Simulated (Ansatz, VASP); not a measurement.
# Nb: VASP beside Ansatz

```
Nb
1.0
     0.00000    2.11500    2.07270
     2.11500    0.00000    2.07270
     2.11500    2.11500    0.00000
Nb
1
Direct
  0.00000 0.00000 0.00000
```

Change from the starting cell: zz strain of -2 %.

Alike in both runs: task single point; functional LDA; k mesh 13 × 13 × 13; occupations fermi-dirac, width 0.03 eV; no spin polarisation.

```csv
,VASP,Ansatz
version,VASP 6.6.1,Ansatz 0.2.0
potentials or method,"VASP PAW LDA potentials, release 64 (Nb_sv), cutoff 520 eV","all-electron LAPW, scalar-relativistic"
```

VASP gave:

* pressure (GPa): -7.5
* largest component of the traceless stress (GPa): 4.12

Task: Which values does Ansatz return?

Result: Pressure (GPa): -7.4; largest component of the traceless stress (GPa): 4.11.

Ansatz ran all-electron here, so the differences hold the error of VASP's frozen core and of both bases.
